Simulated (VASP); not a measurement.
# A VASP 6.6.1 single-point calculation on SnO2

INCAR

```
GGA = RE
LCHARG = .FALSE.
LASPH = .TRUE.
NSW = 0
EDIFF = 1E-7
ENCUT = 520
NELM = 92
PREC = Accurate
NBANDS = 20
ISMEAR = 1
LREAL = .FALSE.
ALGO = Normal
IBRION = -1
ISIF = 2
LWAVE = .FALSE.
SIGMA = 0.1
```

KPOINTS

```
KPOINTS created by Atomic Simulation Environment
0
Gamma
8 8 8
0 0 0
```

POSCAR

```
Sn O
 1.0000000000000000
    -0.0000000000000000    2.5334669702819435    2.5334669702819435
     2.5334669702819435   -0.0000000000000000    2.5334669702819435
     2.5334669702819435    2.5334669702819435   -0.0000000000000000
 Sn  O
   1   2
Cartesian
  0.0000000000000000  0.0000000000000000  0.0000000000000000
  1.2667334851409717  1.2667334851409717  1.2667334851409717
  3.8002004554229152  3.8002004554229152  3.8002004554229152
```

The recommended PBE PAW datasets give the neutral cell 26 valence electrons.

Command

```
mpirun -np 1 vasp_std
```

OSZICAR

```
N       E                     dE             d eps       ncg     rms          rms(c)
DAV:   1     0.253578303418E+03    0.25358E+03   -0.13577E+04  1212   0.205E+03
DAV:   2     0.563379439780E+01   -0.24794E+03   -0.23533E+03  1260   0.507E+02
DAV:   3    -0.192456860365E+02   -0.24879E+02   -0.24614E+02  1348   0.135E+02
DAV:   4    -0.199151046745E+02   -0.66942E+00   -0.66877E+00  1300   0.232E+01
DAV:   5    -0.199296025467E+02   -0.14498E-01   -0.14496E-01  1436   0.353E+00    0.110E+01
DAV:   6    -0.167207956671E+02    0.32088E+01   -0.10820E+01  1740   0.564E+01    0.395E+00
DAV:   7    -0.167581802530E+02   -0.37385E-01   -0.68251E-01  1244   0.590E+00    0.199E+00
DAV:   8    -0.167551143634E+02    0.30659E-02   -0.64088E-02  1280   0.262E+00    0.369E-01
DAV:   9    -0.167545393598E+02    0.57500E-03   -0.11190E-02  1576   0.168E+00    0.897E-02
DAV:  10    -0.167555025146E+02   -0.96315E-03   -0.23311E-03  1244   0.401E-01    0.262E-02
DAV:  11    -0.167555127416E+02   -0.10227E-04   -0.48757E-05  1392   0.748E-02    0.146E-02
DAV:  12    -0.167555193469E+02   -0.66054E-05   -0.18234E-05  1236   0.290E-02    0.185E-03
DAV:  13    -0.167555197957E+02   -0.44884E-06   -0.10101E-06  1328   0.171E-02    0.121E-03
DAV:  14    -0.167555198869E+02   -0.91148E-07   -0.11854E-07  1032   0.283E-03
   1 F= -.16755520E+02 E0= -.16755616E+02  d E =0.287438E-03
```

From OUTCAR

```
k-points           NKPTS =     29   k-points in BZ     NKDIM =     29   number of bands    NBANDS=     20

   NELECT =      26.0000    total number of electrons

   dimension x,y,z NGX =    28 NGY =   28 NGZ =   28
   dimension x,y,z NGXF=    56 NGYF=   56 NGZF=   56

  energy-cutoff  :      520.00
  volume of cell :       32.52
      direct lattice vectors                 reciprocal lattice vectors
     0.000000000  2.533466970  2.533466970    -0.197358010  0.197358010  0.197358010
     2.533466970  0.000000000  2.533466970     0.197358010 -0.197358010  0.197358010
     2.533466970  2.533466970  0.000000000     0.197358010  0.197358010 -0.197358010

 k-points in reciprocal lattice and weights: KPOINTS created by Atomic Simulation Env
   0.00000000  0.00000000  0.00000000       0.002
   0.12500000  0.00000000  0.00000000       0.016
   0.25000000  0.00000000  0.00000000       0.016
   0.37500000  0.00000000  0.00000000       0.016
   0.50000000  0.00000000  0.00000000       0.008
   0.12500000  0.12500000  0.00000000       0.012
   0.25000000  0.12500000  0.00000000       0.047
   0.37500000  0.12500000  0.00000000       0.047
   ...

 E-fermi :   8.2086

 k-point     1 :       0.0000    0.0000    0.0000
  band No.  band energies     occupation
      1     -12.4713      2.00000
      2     -12.4713      2.00000
      3     -12.4713      2.00000
      4     -12.3191      2.00000
      5     -12.3191      2.00000
      6     -11.6328      2.00000
      7      -7.7194      2.00000
      8       5.2109      2.00000
      9       5.2109      2.00000
     10       5.2109      2.00000
     11       6.7518      2.00000
     12       6.7518      2.00000
     13       6.7518      2.00000
     14       8.4801     -0.00084
     15      15.3625      0.00000
     16      15.3625      0.00000
     17      15.3625      0.00000
     18      21.9190      0.00000
     19      23.5226      0.00000
     20      23.5226      0.00000

 k-point     2 :       0.1250    0.0000    0.0000
  band No.  band energies     occupation
      1     -12.5400      2.00000
      2     -12.4589      2.00000
      3     -12.4589      2.00000
      4     -12.3195      2.00000
      5     -12.3195      2.00000
      6     -11.4661      2.00000
      7      -7.7070      2.00000
      8       4.6498      2.00000
      9       5.1293      2.00000
     10       5.1293      2.00000
     11       5.8653      2.00000
     12       6.6422      2.00000
     13       6.6422      2.00000
     14       9.7941     -0.00000
     15      15.2467      0.00000
     16      15.7546      0.00000
     17      15.7546      0.00000
     18      22.9688      0.00000
     19      23.5762      0.00000
     20      23.5762      0.00000

 k-point     3 :       0.2500    0.0000    0.0000
  band No.  band energies     occupation
      1     -12.7237      2.00000
      2     -12.4358      2.00000
      3     -12.4358      2.00000
      4     -12.3130      2.00000
      5     -12.3130      2.00000
      6     -10.9432      2.00000
      7      -7.8032      2.00000
      8       3.4256      2.00000
      9       4.9490      2.00000
     10       4.9490      2.00000
     11       5.0680      2.00000
     12       6.3797      2.00000
     13       6.3797      2.00000
     14      11.5118      0.00000
     15      15.3887      0.00000
     16      16.7892      0.00000
     17      16.7892      0.00000
     18      23.7009      0.00000
     19      23.7009      0.00000
     20      24.6333      0.00000

 ...

  Total        2.6914290      2.6914290      2.6914290     -0.0000000      0.0000000     -0.0000000
  in kB      132.5921364    132.5921364    132.5921364     -0.0000000      0.0000000     -0.0000000
  external PRESSURE =     132.5921364 kB  Pullay stress =       0.0000000 kB

 POSITION                                       TOTAL-FORCE (eV/Angst)
 -----------------------------------------------------------------------------------
      0.00000      0.00000      0.00000        -0.000000     -0.000000      0.000000
      1.26673      1.26673      1.26673        -0.000000     -0.000000     -0.000000
      3.80020      3.80020      3.80020         0.000000      0.000000      0.000000
 -----------------------------------------------------------------------------------
    total drift:                                0.000000     -0.000000      0.000000

  FREE ENERGIE OF THE ION-ELECTRON SYSTEM (eV)
  ---------------------------------------------------
  free  energy   TOTEN  =       -16.7555198869 eV

  energy  without entropy=      -16.7558073254  energy(sigma->0) =      -16.75561570
```

It converged. Results: gap between bands v and c on the k mesh 0.33 eV; least direct gap on the k mesh 1.73 eV; pressure 13.3 GPa. Band v is the last that the valence electrons fill when counted band by band, and c is the next.

For comparison, a separate r²SCAN run of the intended cell, on usual settings and not on those above, gives a gap of 0.86 eV on its mesh and a pressure of 1.4 GPa.

The run above took about 19 s on one core of a shared host (Intel Xeon Platinum 8488C) and held 0.16 GiB at most.
